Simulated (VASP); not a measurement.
# Si2Mo (I4/mmm) in VASP: a series of runs

The runs below take Si2Mo through relaxation of cell and atoms, with PBE.

Program: VASP 6.6.1. These are calculated values, not measurements. Logs are shortened: lines on timing, memory, paths and dates and some standing lists are left out, and cuts for length are marked.

## 1. Starting point

Symmetry: I4/mmm, No. 139, tetragonal system. Conventional cell: a = 3.200 Å, b = 3.200 Å, c = 7.861 Å, α = 90.00°, β = 90.00°, γ = 90.00°. Around Si (site symmetry 4mm) lie 5 Si at 2.61 to 2.63 Å and 5 Mo at 2.62 Å. Mo (site symmetry 4/mmm) has 10 Si at 2.62 Å as nearest neighbours.

## 2. Relaxation of cell and atoms, PBE

File INCAR:

```
SYSTEM = Si2Mo
ALGO = Normal
EDIFF = 1E-7
EDIFFG = -0.002
ENCUT = 520
GGA = PE
IBRION = 2
ISIF = 3
ISMEAR = 0
LASPH = .True.
LCHARG = .False.
LREAL = .False.
LWAVE = .False.
NELM = 100
NSW = 80
PREC = Accurate
SIGMA = 0.1
```

File KPOINTS:

```
k-points
0
Gamma
  4 4 4
  0 0 0
```

File POSCAR:

```
Si2Mo
1.0
   -1.6000000000      1.6000000000      3.9305000000
    1.6000000000     -1.6000000000      3.9305000000
    1.6000000000      1.6000000000     -3.9305000000
Si Mo
2 1
Direct
    0.3330000000      0.3330000000      0.0000000000
    0.6670000000      0.6670000000      0.0000000000
    0.0000000000      0.0000000000      0.0000000000
```

Potentials or basis: VASP PAW PBE potentials, release 64 (Si, Mo_sv).

On the command line:

```sh
$ cat potpaw_PBE.64/Si/POTCAR potpaw_PBE.64/Mo_sv/POTCAR > POTCAR
$ mpirun -np 1 vasp_std > vasp.out
```

OUTCAR:

```text
SYSTEM = Si2Mo
   EDIFF = 1E-7
   EDIFFG = -0.002
   ENCUT = 520
   GGA = PE
   IBRION = 2
   ISIF = 3
   ISMEAR = 0
   LASPH = .True.
   LREAL = .False.
   NELM = 100
   NSW = 80
   PREC = Accurate

 ion  position               nearest neighbor table
   1  0.333  0.333  0.000-   2 2.61   2 2.61   2 2.61   2 2.61   3 2.62   3 2.62   3 2.62   3 2.62
                             3 2.62   2 2.63
   2  0.667  0.667  0.000-   1 2.61   1 2.61   1 2.61   1 2.61   3 2.62   3 2.62   3 2.62   3 2.62
                             3 2.62   1 2.63
   3  0.000  0.000  0.000-   2 2.62   1 2.62   2 2.62   1 2.62   2 2.62   1 2.62   1 2.62   2 2.62
                             1 2.62   2 2.62

  LATTYP: Found a body centered tetragonal cell.
 ALAT       =     3.2000000000
 C/A-ratio  =     2.4565625000

  Lattice vectors:

 A1 = (  -1.6000000000,   1.6000000000,   3.9305000000)
 A2 = (   1.6000000000,  -1.6000000000,   3.9305000000)
 A3 = (   1.6000000000,   1.6000000000,  -3.9305000000)

Analysis of symmetry for initial positions (statically):
=====================================================================
 Subroutine PRICEL returns:
 Original cell was already a primitive cell.

 Routine SETGRP: Setting up the symmetry group for a
 body centered tetragonal supercell.

 Subroutine GETGRP returns: Found 16 space group operations
 (whereof 16 operations were pure point group operations)
 out of a pool of 16 trial point group operations.

The static configuration has the point symmetry D_4h.

Analysis of symmetry for dynamics (positions and initial velocities):
=====================================================================
 Subroutine PRICEL returns:
 Original cell was already a primitive cell.

 Routine SETGRP: Setting up the symmetry group for a
 body centered tetragonal supercell.

 Subroutine GETGRP returns: Found 16 space group operations
 (whereof 16 operations were pure point group operations)
 out of a pool of 16 trial point group operations.

The dynamic configuration has the point symmetry D_4h.

 Subroutine INISYM returns: Found 16 space group operations
 (whereof 16 operations are pure point group operations),
 and found     1 'primitive' translations

----------------------------------------------------------------------------------------

                                     Primitive cell

  volume of cell :      40.2483

  direct lattice vectors                    reciprocal lattice vectors
    -1.600000000  1.600000000  3.930500000     0.000000000  0.312500000  0.127210279
     1.600000000 -1.600000000  3.930500000     0.312500000  0.000000000  0.127210279
     1.600000000  1.600000000 -3.930500000     0.312500000  0.312500000  0.000000000

  length of vectors
     4.535287229  4.535287229  4.535287229     0.337399918  0.337399918  0.441941738

[... 73 lines left out ...]
   NSW    =     80    number of steps for IOM
   IBRION =      2    ionic relax: 0-MD 1-quasi-New 2-CG
   NFREE  =      1    steps in history (QN), initial steepest desc. (CG)
   ISIF   =      3    stress and relaxation
   ISYM   =      2    0-nonsym 1-usesym 2-fastsym
   POTIM  = 0.5000    time-step for ionic-motion
   TEBEG  =    0.0;   TEEND  =   0.0 temperature during run
   PSTRESS=    0.0 pullay stress
   NELECT =      22.0000    total number of electrons
   NUPDOWN=      -1.0000    fix difference up-down
   EMIN   =  10.00;   EMAX   =-10.00  energy-range for DOS
   EFERMI =   0.00;   METHOD = LEGACY
   ISMEAR =     0;   SIGMA  =   0.10  broadening in eV -4-tet -1-fermi 0-gaus
   EFERMI_NEDOS =   21; number of points for ismear=-14 and -15
   IALGO  =     38    algorithm
   IMIX   =      4    mixing-type and parameters
     AMIX     =   0.40;   BMIX     =  1.00
     AMIX_MAG =   1.60;   BMIX_MAG =  1.00
  volume/ion in A,a.u.               =      13.42        90.54
  Fermi-wavevector in a.u.,A,eV,Ry     =   1.338546  2.529484 24.377614  1.791704
  Thomas-Fermi vector in A             =   2.467007
   LORBIT       =      0    0 simple, 1 ext, 2 COOP (PROOUT), +10 PAW based schemes
   GGA     = PE    functional components
   LHFCALC =     F    Hartree Fock is set to
   AEXX    =    0.0000 exact exchange contribution
   IVDW    =     0    specifies the selected vdW correction
   LEPSILON=     F    determine dielectric tensor
   LRPA    =     F    only Hartree local field effects (RPA)
 conjugate gradient relaxation of ions
 non-spin polarized calculation
 Gauss-broadening in eV      SIGMA  =   0.10
  energy-cutoff  :      520.00
  volume of cell :       40.25
 maximum number of plane-waves:      1104
 NGX is ok and might be reduce to    36
   NGX = 17   NGY = 17   NGZ = 17

--------------------------------------- Ionic step        1  -------------------------------------------

 number of electron      22.0000000 magnetization

 Free energy of the ion-electron system (eV)
  ---------------------------------------------------
  ext. energy  EPLUGINS =         0.00000000
  ---------------------------------------------------
  free energy    TOTEN  =       -23.21841551 eV

  energy without entropy =      -23.21366944  energy(sigma->0) =      -23.21604247

------------------------ aborting loop because EDIFF is reached ----------------------------------------

  FORCE on cell =-STRESS in cart. coord.  units (eV):
  Direction    XX          YY          ZZ          XY          YZ          ZX
  --------------------------------------------------------------------------------------
  -------------------------------------------------------------------------------------
  Total        0.7561115      0.7561115      0.5768284      0.0000000      0.0000000      0.0000000
  in kB       30.0987660     30.0987660     22.9619874      0.0000000      0.0000000      0.0000000
  external PRESSURE =      27.7198398 kB  Pullay stress =       0.0000000 kB
[... 209 lines left out ...]
--------------------------------------- Ionic step        7  -------------------------------------------

 number of electron      22.0000000 magnetization

 Free energy of the ion-electron system (eV)
  ---------------------------------------------------
  ext. energy  EPLUGINS =         0.00000000
  ---------------------------------------------------
  free energy    TOTEN  =       -23.22396786 eV

  energy without entropy =      -23.21925234  energy(sigma->0) =      -23.22161010

 E-fermi :  12.2795     XC(G=0): -12.3613

 val. band max:       12.2793296153   @ k =   0.2500   0.2500   0.2500
 cond. band min:      12.3295593070   @ k =   0.5000   0.5000   0.2500
 fundamental gap:      0.0502296917
 Fermi energy:        12.2795078510

 k-point     1 :       0.0000    0.0000    0.0000
  band No.  band energies     occupation
      1     -48.7092      2.00000
      2     -22.8338      2.00000
      3     -22.7881      2.00000
      4     -22.7881      2.00000
      5      -1.2721      2.00000
      6       5.7783      2.00000
      7       8.6082      2.00000
      8       9.0692      2.00000
      9       9.4520      2.00000
     10       9.4520      2.00000
     11      12.4089      0.06717
     12      15.0835      0.00000
     13      15.2631      0.00000
     14      15.5845      0.00000
[... 245 lines left out ...]
  FREE ENERGIE OF THE ION-ELECTRON SYSTEM (eV)
  ---------------------------------------------------
  free  energy   TOTEN  =       -23.2239678572 eV

  energy  without entropy=      -23.2192523363  energy(sigma->0) =      -23.22161010

 reached required accuracy - stopping structural energy minimisation
```

OSZICAR:

```text
N       E                     dE             d eps       ncg     rms          rms(c)
DAV:   1     0.114995424967E+03    0.11500E+03   -0.11606E+04   390   0.140E+03
DAV:   2    -0.210650069287E+02   -0.13606E+03   -0.13462E+03   481   0.326E+02
DAV:   3    -0.241198436553E+02   -0.30548E+01   -0.29405E+01   516   0.418E+01
DAV:   4    -0.241353525815E+02   -0.15509E-01   -0.15507E-01   446   0.354E+00
[... 56 lines left out ...]
       N       E                     dE             d eps       ncg     rms          rms(c)
DAV:   1    -0.232239701970E+02   -0.32519E-05   -0.10367E-04   439   0.933E-02    0.856E-03
DAV:   2    -0.232239682552E+02    0.19418E-05   -0.44104E-06   439   0.166E-02    0.398E-03
DAV:   3    -0.232239678932E+02    0.36199E-06   -0.11371E-06   453   0.810E-03    0.160E-03
DAV:   4    -0.232239678572E+02    0.36040E-07   -0.10909E-07   216   0.270E-03
   7 F= -.23223968E+02 E0= -.23221610E+02  d E =-.184923E-04
```

Run time: 28 s. Hardware: 1 thread of Intel Xeon 6975P-C (Granite Rapids), shared host; peak memory 0.2 GiB.

Results:

```
Free energy                            : -23.2240 eV
Relaxed volume                         : 13.60 Å³/atom
Relaxed cell                           : a = 4.552 Å, b = 4.552 Å, c = 4.552 Å, α = 138.61°, β = 138.61°, γ = 59.98°
Space group after relaxing (to 0.05 Å) : I4/mmm (No. 139)
Energy gained by relaxing              : 1.9 meV/atom
Ionic steps                            : 7
Pressure after relaxing                : 0.0 GPa
Band gap on the k mesh                 : none (metal or under the smearing width)
```

Step by step:
```tsv
step	energy change (eV)	largest force (eV/Å)	pressure (GPa)	volume (Å³)
1	0.0000	0.0991	2.77	40.25
2	0.0042	0.0620	-3.79	41.62
3	-0.0051	0.0810	-0.12	40.82
4	-0.0055	0.0146	0.00	40.81
5	-0.0055	0.0098	0.00	40.81
6	-0.0056	0.0022	0.00	40.81
7	-0.0056	0.0002	0.00	40.81
```

Final structure:
```xyz
3
Lattice="-1.6087 1.6087 3.9424 1.6087 -1.6087 3.9424 1.6087 1.6087 -3.9424" Properties=species:S:1:pos:R:3 pbc="T T T"
Si    0.0000    0.0000    2.6321
Si    0.0000    0.0000    5.2527
Mo    0.0000    0.0000    0.0000
```

Caveat: the k mesh is coarse (spacing up to 0.69 Å⁻¹), so the values aren't converged. Zero-point motion and thermal expansion aren't in these numbers.

## 3. Relaxation of cell and atoms, PBE

This run uses another cell than the first one, of 13.60 Å³/atom, 1.014 times its volume.

INCAR is that of step 2.

KPOINTS is that of step 2.

File POSCAR:

```
Si2Mo                                   
1.0
   -1.6087050200      1.6087050200      3.9424308160
    1.6087050200     -1.6087050200      3.9424308160
    1.6087050200      1.6087050200     -3.9424308160
  Si              Mo            
     2     1
Direct
     0.3338194051087951    0.3338194051087951    0.0000000000000000
     0.6661805948912048    0.6661805948912048    0.0000000000000000
     0.0000000000000000    0.0000000000000000    0.0000000000000000
```

Potentials or basis: VASP PAW PBE potentials, release 64 (Si, Mo_sv).

On the command line:

```sh
$ cat potpaw_PBE.64/Si/POTCAR potpaw_PBE.64/Mo_sv/POTCAR > POTCAR
$ mpirun -np 1 vasp_std > vasp.out
```

Wall time 7.3 s (1 thread of Intel Xeon 6975P-C (Granite Rapids), shared host); peak memory 0.2 GiB.

The run converged. Its results:

```yaml
Free_energy: -23.2241 eV
Pressure_after_relaxing: 0.0 GPa
Band_gap_on_the_k_mesh: none (metal or under the smearing width)
```

Final structure:
```
CELL_PARAMETERS angstrom
-1.60871 1.60871 3.94243
1.60871 -1.60871 3.94243
1.60871 1.60871 -3.94243
ATOMIC_POSITIONS crystal
Si 0.33382 0.33382 0.00000
Si 0.66618 0.66618 0.00000
Mo 0.00000 0.00000 0.00000
```

Levels at points of the mesh, in eV from the Fermi level:
| k point | band 7 | band 8 | band 9 | band 10 | band 11 | band 12 | band 13 | band 14 | band 15 |
| --- | --- | --- | --- | --- | --- | --- | --- | --- | --- |
| (0.00, 0.00, 0.00) | -3.67 | -3.21 | -2.83 | -2.83 | 0.13 | 2.80 | 2.98 | 3.31 | 3.31 |
| (0.50, 0.00, 0.00) | -5.10 | -4.67 | -2.77 | -2.74 | -0.73 | 1.97 | 2.80 | 3.71 | 3.98 |
| (0.50, 0.50, 0.00) | -5.83 | -5.47 | -4.64 | -3.22 | -1.40 | 2.01 | 2.43 | 2.80 | 3.03 |
| (0.50, 0.50, 0.50) | -3.68 | -2.42 | -0.80 | -0.80 | -0.73 | -0.73 | 0.26 | 4.40 | 4.77 |

Caveat: the k mesh is coarse (spacing up to 0.69 Å⁻¹), so the values aren't converged; the relaxation stopped at its first step, so nothing moved.
